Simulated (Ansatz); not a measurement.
NbAs:

```xyz
4
Lattice="-1.7259 1.7259 5.8400 1.7259 -1.7259 5.8400 1.7259 1.7259 -5.8400" Properties=species:S:1:pos:R:3 pbc="T T T"
Nb    0.0000    1.7259    0.0000
Nb    0.0000    0.0000    8.7600
As    0.0000    1.7259    4.8589
As    0.0000    0.0000    1.9389
```

```yaml
Program: Ansatz 0.2.0
Task: single point
Functional: PBE
Potentials_or_basis: Ansatz PAW
Cutoff: "420 eV (not typed: the program's choice for these potentials)"
k_mesh: 11 × 11 × 11
Occupations: fermi-dirac, width 0.05 eV
Spin: no spin polarisation
```

On this cell: pressure 3.3 GPa; largest force 0.298 eV/Å; band gap on the k mesh none (metal or under the smearing width).

The same run follows on a disturbed copy (atoms moved at random, drawn with an rms of 0.05 Å):

```
Nb As
1.0
    -1.72585    1.72585    5.84000
     1.72585   -1.72585    5.84000
     1.72585    1.72585   -5.84000
Nb As
2 2
Direct
  0.50646 0.99884 0.51287
  0.75111 0.75966 0.00702
  0.89341 0.42102 0.49657
  0.15960 0.17012 0.00200
```

**Question.** What does the disturbed cell give?

**Answer.** The energy (extrapolated to zero smearing) moves by +32.0 meV/atom; pressure 4.2 GPa; largest force 1.545 eV/Å; band gap on the k mesh none (metal or under the smearing width).

Forces in eV/Å, atoms in the order of the input:
```
Nb   0.289 -0.953 -0.099
Nb   0.015 -0.005 -1.519
As  -0.357  0.655  1.353
As   0.053  0.304  0.265
```

Stress tensor (GPa, compression positive):
```
 5.00 -0.25  0.22
-0.25  1.66 -0.57
 0.22 -0.57  5.91
```
